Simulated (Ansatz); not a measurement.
**Hf4HS8: course of a relaxation**

Method: DFT PBE+D3(BJ), scalar-relativistic, plane waves, PAW (Ansatz 0.2.0). Settings: 420 eV cutoff, 3×3×3 k-mesh, Gaussian smearing of 0.02 eV, collinear spin.

What was changed: H interstitial, charge +0, atoms relaxed.

Spin-orbit coupling is left out, which matters for the bands and energies of heavy elements.

In a supercell of 13 atoms the defect feels its periodic images, and the cell reads as a metal on the mesh, so a level in the gap can't be told from a carrier in the bands.

Command:

```bash
ansatz run input.yaml --threads 4 --pin off --max-ram 10240MiB --backend cpu --events-out ev --progress --plain --runs-dir out
```

Input:

```yaml
crystal:
  lattice:
    - [3.6058628401, 0.0, 5.7703877075]
    - [3.6058628401, 0.0, -5.7703877075]
    - [-3.6058628401, 6.2455376441, 0.0]
  atoms:
    - { symbol: Hf, position: [0.0, 1.0, 0.5] }
    - { symbol: Hf, position: [0.0, 1.0, 0.0] }
    - { symbol: Hf, position: [0.5, 0.5, 0.5] }
    - { symbol: Hf, position: [0.5, 0.5, 0.0] }
    - { symbol: S, position: [0.7071363256, 0.959530341, 0.1666666667] }
    - { symbol: S, position: [0.7071363256, 0.959530341, 0.6666666667] }
    - { symbol: S, position: [0.2071363256, 0.459530341, 0.1666666667] }
    - { symbol: S, position: [0.2071363256, 0.459530341, 0.6666666667] }
    - { symbol: S, position: [0.2928636744, 0.040469659, 0.3333333333] }
    - { symbol: S, position: [0.2928636744, 0.040469659, 0.8333333333] }
    - { symbol: S, position: [0.7928636744, 0.540469659, 0.3333333333] }
    - { symbol: S, position: [0.7928636744, 0.540469659, 0.8333333333] }
    - { symbol: H, position: [0.4907061473, 0.8377921928, 0.333018455], spin: 1.0 }
basis:
  ecutwfc: 420
  xc_grid: 2
kpoints:
  mp_grid: { grid: [3, 3, 3], shift: [0.0, 0.0, 0.0] }
hamiltonian:
  xc: pbe
  dispersion: d3bj
scf:
  occupations: { method: gaussian, width: 0.02 }
output:
  forces: true
  stress: false
  eigenvalues: true
  populations: true
  write_density: true
  write_potential: true
  elf: true
  volumetric_format: npy
magnetization:
  spin_polarized: true
relax:
  adjacent_minimum: "off"
  f_tol: 0.02
  max_steps: 60
```

F is the free energy.

Steps:

```csv
step,F − F(1) (eV),largest force component (eV/Å)
1,0.0000,0.730
2,-0.1903,0.965
3,-0.4431,1.647
4,-0.8732,1.771
5,-1.1719,1.648
6,-1.3495,0.460
7,-1.3986,0.067
8,-1.3996,0.049
9,-1.4005,0.007
```

Relaxed structure:

```cif
data_structure
_symmetry_space_group_name_H-M 'P 1'
_symmetry_Int_Tables_number 1
_cell_length_a 6.8044
_cell_length_b 6.8044
_cell_length_c 7.2117
_cell_angle_alpha 105.365
_cell_angle_beta 105.365
_cell_angle_gamma 115.998
_cell_volume 259.90
loop_
_atom_site_label
_atom_site_type_symbol
_atom_site_fract_x
_atom_site_fract_y
_atom_site_fract_z
_atom_site_occupancy
Hf1 Hf 0.00013 0.98919 0.50761 1
Hf2 Hf 0.99908 0.99115 0.99043 1
Hf3 Hf 0.51885 0.50727 0.50771 1
Hf4 Hf 0.50829 0.49174 0.00014 1
S1 S 0.71720 0.95364 0.16906 1
S2 S 0.70732 0.96004 0.66764 1
S3 S 0.21556 0.45176 0.16922 1
S4 S 0.21572 0.44861 0.66410 1
S5 S 0.29665 0.03616 0.33312 1
S6 S 0.29977 0.03115 0.83520 1
S7 S 0.80277 0.53335 0.33589 1
S8 S 0.80417 0.53531 0.83538 1
H1 H 0.40522 0.90842 0.31750 1
```

The structure is triclinic, space group P1 (No. 1). Conventional cell: a = 6.804 Å, b = 6.804 Å, c = 7.212 Å, α = 105.36°, β = 105.36°, γ = 116.00°. Around Hf (site symmetry 1) lie 6 S at 2.52 to 2.60 Å. Hf (site symmetry 1) is surrounded by 6 S at 2.52 to 2.59 Å. Around Hf (site symmetry 1) lie 6 S at 2.52 to 2.60 Å. Around Hf (site symmetry 1) lie 6 S at 2.54 to 2.55 Å. Around S (site symmetry 1) lie 3 Hf at 2.54 to 2.55 Å and 1 H at 2.56 Å. S (site symmetry 1) has 3 Hf at 2.52 Å and 1 H at 2.62 Å as nearest neighbours. S (site symmetry 1) is surrounded by 1 H at 2.54 Å and 3 Hf at 2.54 to 2.55 Å. Around S (site symmetry 1) lie 3 Hf at 2.54 Å.

The run converged. Time: 4.7 min on 4 threads of AMD EPYC 7B13 (Zen 3), on a shared host, peak memory 1.2 GiB.